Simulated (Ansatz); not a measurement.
Input and command of a calculation in Ansatz (plane waves; scalar-relativistic PAW potentials unless the input names others):

```yaml
crystal:
  lattice:
    - [0.0, 2.6562539604, 2.6562539604]
    - [2.6562539604, 0.0, 2.6562539604]
    - [2.6562539604, 2.6562539604, 0.0]
  atoms:
    - { symbol: Co, position: [0.0, 0.0, 0.0] }
    - { symbol: Si, position: [0.292352878, 0.207647122, 0.1229413659] }
    - { symbol: Si, position: [0.75, 0.75, 0.75] }
basis:
  ecutwfc: 420
kpoints:
  mp_grid: { grid: [16, 16, 16] }
hamiltonian:
  xc: pbesol
  hubbard: { sites: [{ species: Co, l: d, u_eff: 4.0 }], double_counting: amf }
scf:
  occupations: { method: gaussian, width: 0.15 }
  mixing: { algorithm: broyden, beta: 0.5, ndim: 2 }
output:
  forces: true
  eigenvalues: true
  stress: true
```

```bash
ansatz run input.yaml --threads 2 --pin off --max-ram 5120MiB --backend cpu --events-out ev --progress --plain --runs-dir out
```

Abridged log:
```
Basis set: ecut = 420 eV, 725 PW (Γ), exchange–correlation on 54×54×54 points (8 copies of the dense FFT grid, shifted against one another)
Bands: 17, of which v1, the nominal top of the filled ones, is band 13 counted from 1 (12 counted from 0)
Symmetry: 1 space group operations
k-points: 2052 of 4096 (time reversal used)
SCF iter   1: F=—  HF=-6338.019807 eV  |F-HF|=—  |Δ(HF+E_count)|=         —  Δρ=1.41e-1  dr2=8.74e0  ethr=3.10e-3  ⟨swp⟩=5.0  Hψ=181723  notcnv=0
SCF iter   2: F=—  HF=-6337.762543 eV  |F-HF|=—  |Δ(HF+E_count)|=   2.57e-1  Δρ=2.03e-1  dr2=7.95e0  ethr=3.10e-3  ⟨swp⟩=3.0  Hψ=94034  notcnv=0  defer=532  κ⁻¹=1.0e0(r=1)
SCF iter   3: F=—  HF=-6336.810578 eV  |F-HF|=—  |Δ(HF+E_count)|=   9.52e-1  Δρ=5.81e-2  dr2=1.74e0  ethr=3.10e-3  ⟨swp⟩=2.3  Hψ=86515  notcnv=0  defer=361  κ⁻¹=5.9e-3(r=2)
SCF iter   4: F=—  HF=-6336.451639 eV  |F-HF|=—  |Δ(HF+E_count)|=   3.59e-1  Δρ=2.43e-2  dr2=1.56e-1  ethr=3.10e-3  ⟨swp⟩=2.8  Hψ=73601  notcnv=0  defer=445  κ⁻¹=4.3e-2(r=2)
SCF iter   5: F=—  HF=-6336.450647 eV  |F-HF|=—  |Δ(HF+E_count)|=   9.91e-4  Δρ=1.52e-2  dr2=6.41e-2  ethr=6.24e-4  ⟨swp⟩=1.6  Hψ=37259  notcnv=0  defer=439  κ⁻¹=3.0e-3(r=2)
SCF iter   6: F=—  HF=-6336.446364 eV  |F-HF|=—  |Δ(HF+E_count)|=   4.28e-3  Δρ=3.41e-3  dr2=2.89e-3  ethr=2.56e-4  ⟨swp⟩=2.7  Hψ=59344  notcnv=0  defer=439  κ⁻¹=2.2e-3(r=2)
SCF iter   7: F=—  HF=-6336.446984 eV  |F-HF|=—  |Δ(HF+E_count)|=   6.21e-4  Δρ=1.19e-3  dr2=8.05e-4  ethr=1.16e-5  ⟨swp⟩=2.0  Hψ=44609  notcnv=0  defer=439  κ⁻¹=3.0e-3(r=2)
SCF iter   8: F=—  HF=-6336.447019 eV  |F-HF|=—  |Δ(HF+E_count)|=   3.48e-5  Δρ=5.31e-4  dr2=1.33e-4  ethr=3.22e-6  ⟨swp⟩=2.6  Hψ=58694  notcnv=0  defer=439  κ⁻¹=1.7e-1(r=2)
   ...
SCF iter  10: F=—  HF=-6336.447015 eV  |F-HF|=—  |Δ(HF+E_count)|=   1.33e-5  Δρ=4.65e-4  dr2=3.59e-5  ethr=4.96e-7  ⟨swp⟩=1.0  Hψ=34434  notcnv=0  defer=439  κ⁻¹=3.1e-2(r=2)
SCF iter  11: F=—  HF=-6336.447038 eV  |F-HF|=—  |Δ(HF+E_count)|=   2.35e-5  Δρ=4.30e-4  dr2=4.38e-5  ethr=1.44e-7  ⟨swp⟩=2.2  Hψ=48440  notcnv=0  defer=442  κ⁻¹=2.3e-1(r=2)
SCF iter  12: F=—  HF=-6336.447039 eV  |F-HF|=—  |Δ(HF+E_count)|=   7.69e-7  Δρ=4.27e-4  dr2=4.56e-5  ethr=1.44e-7  ⟨swp⟩=1.0  Hψ=34434  notcnv=0  defer=442  κ⁻¹=9.1e-3(r=2)
SCF iter  13: F=—  HF=-6336.447041 eV  |F-HF|=—  |Δ(HF+E_count)|=   1.93e-6  Δρ=2.68e-4  dr2=1.77e-5  ethr=1.44e-7  ⟨swp⟩=2.1  Hψ=46273  notcnv=0  defer=442  κ⁻¹=2.2e-3(r=2)
SCF iter  14: F=—  HF=-6336.447040 eV  |F-HF|=—  |Δ(HF+E_count)|=   1.45e-6  Δρ=2.65e-4  dr2=1.80e-5  ethr=7.09e-8  ⟨swp⟩=2.5  Hψ=53619  notcnv=0  defer=442  κ⁻¹=2.4e-3(r=2)
SCF iter  15: F=—  HF=-6336.447039 eV  |F-HF|=—  |Δ(HF+E_count)|=   4.59e-7  Δρ=1.55e-4  dr2=6.31e-6  ethr=7.09e-8  ⟨swp⟩=1.0  Hψ=34443  notcnv=0  defer=442  κ⁻¹=1.8e-3(r=2)
SCF iter  16: F=—  HF=-6336.447039 eV  |F-HF|=—  |Δ(HF+E_count)|=   2.53e-7  Δρ=9.11e-5  dr2=2.25e-6  ethr=2.52e-8  ⟨swp⟩=1.0  Hψ=34434  notcnv=0  defer=442  κ⁻¹=3.4e-3(r=2)
SCF iter  17: F=-6336.447039 eV  HF=-6336.447039 eV  |F-HF|=3.00e-9  |Δ(HF+E_count)|=   1.43e-7  Δρ=3.50e-6  dr2=4.22e-9  ethr=4.00e-10  ⟨swp⟩=5.0  Hψ=149510  notcnv=0
SCF 1 converged in 17 iterations: F = -6336.447039 eV  dr2 = 4.22e-9
SCF converged after 17 iterations
Stability not checked: this state was not tested for a lower state beside it, because the mixer in use, unlike msr1, does not test its closes by its own steps (another_mixer; see scf.mixing.algorithm and scf.lower_state_search)
Free energy (F): -6336.447039 eV
Harris-Foulkes:  -6336.447039 eV  (|F-HF|=3.00e-9)
Internal energy: -6336.436194 eV  (E = F + TS)
E sigma→0 (E₀):  -6336.441616 eV
Entropy (-TS):   -0.010845 eV (-3.615 meV/atom)
Fermi energy:    13.272668 eV
DFT+U double counting: amf (around mean field; hamiltonian.hubbard.double_counting)
--- Forces (eV/Å), atoms counted from 1 ---
  atom   1  Co    -3.05038975    -2.27286511    -2.54562877
  atom   2  Si     5.46075741     2.72363069     2.56658393
  atom   3  Si    -2.41040000    -0.45078543    -0.02095436
--- Stress (GPa, compression-positive) ---
       23.772132       6.541951      12.116376
        6.541951      14.002516      20.960733
       12.116376      20.960733      14.973181
  P = ⅓ Tr σ = 17.5826 GPa (175.826 kbar)
Occupation matrices written to <dir>
```

Apart from outputs and empty bands, the input differs from a reference run on usual settings in scf.mixing.algorithm: not typed → "broyden"; scf.mixing.beta: not typed → 0.5; scf.mixing.ndim: not typed → 2; hamiltonian.hubbard: not typed → {"sites": [{"species": "Co", "l": "d", "u_eff": 4.0}], "double_counting": "amf"}. The reference, at the same geometry (not necessarily relaxed), gave pressure 16.97 GPa, largest force 6.589 eV/Å, no gap on the mesh. This run converged in 17 SCF iterations (reference: 7) with an energy at zero smearing 18.02 meV/atom below the reference's (the Hamiltonian itself differs), pressure 17.58 GPa, largest force 6.620 eV/Å, no gap on the mesh.

The run took 65 s on 2 threads of Intel(R) Xeon(R) 6975P-C (Granite Rapids) (shared host), peak memory 2 GiB.